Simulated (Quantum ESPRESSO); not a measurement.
# Cl (Cmce) in Quantum ESPRESSO: notebook, part 2 of 2

Quantum ESPRESSO 7.5. The steps go on from the part before.

## (3) Single point, r2SCAN, 27.31 Å³/atom

The input, pw.in:

```
&CONTROL
  calculation = 'scf'
  prefix = 'pwscf'
  outdir = './tmp'
  pseudo_dir = './pseudo'
  tstress = .true.
  disk_io = 'nowf'
/
&SYSTEM
  ibrav = 0
  nat = 4
  ntyp = 1
  ecutwfc = 58
  nbnd = 21
  input_dft = 'r2scan'
  occupations = 'smearing'
  smearing = 'fd'
  degauss = 0.00367493
  nosym = .true.
  nr1 = 40
  nr2 = 40
  nr3 = 80
/
&ELECTRONS
  conv_thr = 1d-08
  electron_maxstep = 120
  mixing_beta = 0.5
/
ATOMIC_SPECIES
Cl    35.4500 Cl_ONCV_PBE-1.2.upf
CELL_PARAMETERS angstrom
   3.0807983119   -2.2040687446    0.0000000000
   3.0807983119    2.2040687446    0.0000000000
   0.0000000000    0.0000000000    8.0424019526
ATOMIC_POSITIONS crystal
Cl     0.3700000000    0.6300000000    0.4000000000
Cl     0.1300000000    0.8700000000    0.9000000000
Cl     0.6300000000    0.3700000000    0.6000000000
Cl     0.8700000000    0.1300000000    0.1000000000
K_POINTS automatic
5 5 3 0 0 0
```

Potentials or basis: SG15 PBE 1.2.

Launch:

```bash
OMP_NUM_THREADS=1 mpirun -n 2 pw.x -nk 2 -in pw.in > pw.out
```

It took 67 s on 2 MPI ranks of Intel Xeon 6975P-C (Granite Rapids), shared host; peak memory 0.28 GiB.

It converged, with:

| Property | Result |
| --- | --- |
| Free energy | -1644.0670 eV |
| Pressure | 1.8 GPa |
| Band gap on the k mesh | 3.07 eV, indirect (least direct gap 3.13 eV) |

Caveat: the potentials were made for another functional, which shifts forces and pressure; this potential file gives levels or pressures that part from those of other sets; an odd mesh through Γ misses points on the zone boundary, where band edges often lie.

## (4) Single point, r2SCAN, 27.89 Å³/atom

Changes to pw.in since step 3:

```diff
@@ -31,5 +31,5 @@
 CELL_PARAMETERS angstrom
-   3.0807983119   -2.2040687446    0.0000000000
-   3.0807983119    2.2040687446    0.0000000000
-   0.0000000000    0.0000000000    8.0424019526
+   3.1024947895   -2.2195908669    0.0000000000
+   3.1024947895    2.2195908669    0.0000000000
+   0.0000000000    0.0000000000    8.0990404521
 ATOMIC_POSITIONS crystal
```

Launch:

```bash
OMP_NUM_THREADS=1 mpirun -n 2 pw.x -nk 2 -in pw.in > pw.out
```

It took 67 s on 2 MPI ranks of Intel Xeon 6975P-C (Granite Rapids), shared host; peak memory 0.3 GiB.

It converged, with:

| Property | Result |
| --- | --- |
| Free energy | -1644.0877 eV |
| Pressure | 1.0 GPa |
| Band gap on the k mesh | 2.99 eV, indirect (least direct gap 3.04 eV) |

Caveat: the potentials were made for another functional, which shifts forces and pressure; this potential file gives levels or pressures that part from those of other sets; an odd mesh through Γ misses points on the zone boundary, where band edges often lie.

## (5) Single point, r2SCAN, 28.47 Å³/atom

Changes to pw.in since step 4:

```diff
@@ -31,5 +31,5 @@
 CELL_PARAMETERS angstrom
-   3.1024947895   -2.2195908669    0.0000000000
-   3.1024947895    2.2195908669    0.0000000000
-   0.0000000000    0.0000000000    8.0990404521
+   3.1238919815   -2.2348988739    0.0000000000
+   3.1238919815    2.2348988739    0.0000000000
+   0.0000000000    0.0000000000    8.1548976686
 ATOMIC_POSITIONS crystal
```

Launch:

```bash
OMP_NUM_THREADS=1 mpirun -n 2 pw.x -nk 2 -in pw.in > pw.out
```

Wall time 69 s (2 MPI ranks of Intel Xeon 6975P-C (Granite Rapids), shared host); peak memory 0.3 GiB.

It converged, with:

```
Free energy            : -1644.0980 eV
Pressure               : 0.3 GPa
Band gap on the k mesh : 2.90 eV, indirect (least direct gap 2.95 eV)
```

Caveat: the potentials were made for another functional, which shifts forces and pressure; this potential file gives levels or pressures that part from those of other sets; an odd mesh through Γ misses points on the zone boundary, where band edges often lie.

## (6) Single point, r2SCAN, 29.05 Å³/atom

Changes to pw.in since step 5:

```diff
@@ -31,5 +31,5 @@
 CELL_PARAMETERS angstrom
-   3.1238919815   -2.2348988739    0.0000000000
-   3.1238919815    2.2348988739    0.0000000000
-   0.0000000000    0.0000000000    8.1548976686
+   3.1450000000   -2.2500000000    0.0000000000
+   3.1450000000    2.2500000000    0.0000000000
+   0.0000000000    0.0000000000    8.2100000000
 ATOMIC_POSITIONS crystal
```

Potentials or basis: SG15 PBE 1.2.

Launch:

```bash
OMP_NUM_THREADS=1 mpirun -n 2 pw.x -nk 2 -in pw.in > pw.out
```

Run time: 68 s. Hardware: 2 MPI ranks of Intel Xeon 6975P-C (Granite Rapids), shared host; peak memory 0.3 GiB.

It converged, with:

| Quantity | Value |
| --- | --- |
| Free energy | -1644.0988 eV |
| Pressure | -0.3 GPa |
| Band gap on the k mesh | 2.82 eV, indirect (least direct gap 2.87 eV) |

Caveat: the potentials were made for another functional, which shifts forces and pressure; this potential file gives levels or pressures that part from those of other sets; an odd mesh through Γ misses points on the zone boundary, where band edges often lie.

## (7) Single point, r2SCAN, 29.63 Å³/atom

Changes to pw.in since step 6:

```diff
@@ -31,5 +31,5 @@
 CELL_PARAMETERS angstrom
-   3.1450000000   -2.2500000000    0.0000000000
-   3.1450000000    2.2500000000    0.0000000000
-   0.0000000000    0.0000000000    8.2100000000
+   3.1658284216   -2.2649010965    0.0000000000
+   3.1658284216    2.2649010965    0.0000000000
+   0.0000000000    0.0000000000    8.2643724455
 ATOMIC_POSITIONS crystal
```

Launch:

```bash
OMP_NUM_THREADS=1 mpirun -n 2 pw.x -nk 2 -in pw.in > pw.out
```

It took 69 s on 2 MPI ranks of Intel Xeon 6975P-C (Granite Rapids), shared host; peak memory 0.3 GiB.

It converged, with:

```yaml
Free_energy: -1644.0913 eV
Pressure: -0.8 GPa
Band_gap_on_the_k_mesh: 2.74 eV, indirect (least direct gap 2.79 eV)
```

Caveat: the potentials were made for another functional, which shifts forces and pressure; this potential file gives levels or pressures that part from those of other sets; an odd mesh through Γ misses points on the zone boundary, where band edges often lie.

## (8) Single point, r2SCAN, 30.21 Å³/atom

Changes to pw.in since step 7:

```diff
@@ -31,5 +31,5 @@
 CELL_PARAMETERS angstrom
-   3.1658284216   -2.2649010965    0.0000000000
-   3.1658284216    2.2649010965    0.0000000000
-   0.0000000000    0.0000000000    8.2643724455
+   3.1863863250   -2.2796086586    0.0000000000
+   3.1863863250    2.2796086586    0.0000000000
+   0.0000000000    0.0000000000    8.3180387054
 ATOMIC_POSITIONS crystal
```

Launch:

```bash
OMP_NUM_THREADS=1 mpirun -n 2 pw.x -nk 2 -in pw.in > pw.out
```

Wall time 68 s (2 MPI ranks of Intel Xeon 6975P-C (Granite Rapids), shared host); peak memory 0.3 GiB.

The run converged. Its results:

- Free energy: -1644.0764 eV
- Pressure: -1.3 GPa
- Band gap on the k mesh: 2.67 eV, indirect (least direct gap 2.72 eV)

Caveat: the potentials were made for another functional, which shifts forces and pressure; this potential file gives levels or pressures that part from those of other sets; an odd mesh through Γ misses points on the zone boundary, where band edges often lie.

## (9) Single point, r2SCAN, 30.79 Å³/atom

Changes to pw.in since step 8:

```diff
@@ -31,5 +31,5 @@
 CELL_PARAMETERS angstrom
-   3.1863863250   -2.2796086586    0.0000000000
-   3.1863863250    2.2796086586    0.0000000000
-   0.0000000000    0.0000000000    8.3180387054
+   3.2066823265   -2.2941288504    0.0000000000
+   3.2066823265    2.2941288504    0.0000000000
+   0.0000000000    0.0000000000    8.3710212721
 ATOMIC_POSITIONS crystal
```

Potentials or basis: SG15 PBE 1.2.

Launch:

```bash
OMP_NUM_THREADS=1 mpirun -n 2 pw.x -nk 2 -in pw.in > pw.out
```

Wall time 69 s (2 MPI ranks of Intel Xeon 6975P-C (Granite Rapids), shared host); peak memory 0.3 GiB.

The run converged. Its results:

- Free energy: -1644.0547 eV
- Pressure: -1.7 GPa
- Band gap on the k mesh: 2.60 eV, indirect (least direct gap 2.64 eV)

Caveat: the potentials were made for another functional, which shifts forces and pressure; this potential file gives levels or pressures that part from those of other sets; an odd mesh through Γ misses points on the zone boundary, where band edges often lie.

## (10) Equation of state, r2SCAN

Potentials or basis: SG15 PBE 1.2.

This step only gathers the single runs of the series.

Results:

* Equilibrium volume: 28.81 Å³/atom
* Bulk modulus at fixed shape and positions: 30 GPa
* Pressure derivative of the bulk modulus: 4.6

Energy against volume, from the lowest point:
```tsv
volume (Å³/atom)	energy (meV/atom)
27.305	7.96
27.886	2.78
28.467	0.22
29.048	0.00
29.629	1.88
30.210	5.62
30.791	11.04
```

Caveat: the potentials were made for another functional, which shifts forces and pressure; this potential file gives levels or pressures that part from those of other sets; the cell was scaled at fixed shape and fractional positions, which overstates the stiffness of a crystal with free parameters, most of all of layers and chains.
